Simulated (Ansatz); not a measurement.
Crystal: Mg.

```
Mg
1.0
     3.20930    0.00000    0.00000
    -1.60465    2.77934    0.00000
     0.00000    0.00000    5.21030
Mg
2
Cartesian
  1.6047 0.9264 3.9077
  0.0000 1.8529 1.3026
```

* Program: Ansatz 0.2.0
* Task: relaxation of cell and atoms
* Functional: BLYP
* Dispersion: D4
* Potentials or basis: Ansatz PAW
* Cutoff: 420 eV (not typed: the program's choice for these potentials)
* k mesh: 10 × 10 × 5
* Occupations: fermi-dirac, width 0.05 eV
* Spin: no spin polarisation

At the start: volume 23.24 Å³/atom.

**Question.** How do energy, volume and symmetry change on relaxing?

**Answer.** It ends after 14 steps and the volume is 23.22 Å³/atom (-0.1 %); space group P6_3/mmc (No. 194, to 0.05 Å).

The path:
```tsv
step	energy change (eV)	largest force (eV/Å)	volume (Å³)
1	0.0000	0.0000	46.47
2	-0.0004	0.0000	46.65
3	-0.0010	0.0000	46.63
4	-0.0017	0.0000	46.62
5	-0.0048	0.0000	46.59
6	-0.0053	0.0000	46.58
7	-0.0060	0.0000	46.57
8	-0.0075	0.0000	46.53
9	-0.0083	0.0000	46.49
10	-0.0086	0.0000	46.45
11	-0.0086	0.0000	46.44
12	-0.0086	0.0000	46.44
13	-0.0086	0.0000	46.44
14	-0.0086	0.0000	46.44
```

Final structure:
```
Mg
1.0
     3.16161    0.00000    0.00000
    -1.58081    2.73804    0.00000
     0.00000    0.00000    5.36504
Mg
2
Direct
  0.66667 0.33333 0.75000
  0.33333 0.66667 0.25000
```

Caveat: the plane-wave basis is chosen anew once the cell has moved, so the energies of steps on either side of that aren't comparable; pairwise dispersion overbinds metals, which lowers pressure and volume; the PAW data sets come from PBE, with cores solved anew for the run's functional, which leaves a small shift of forces and pressure.
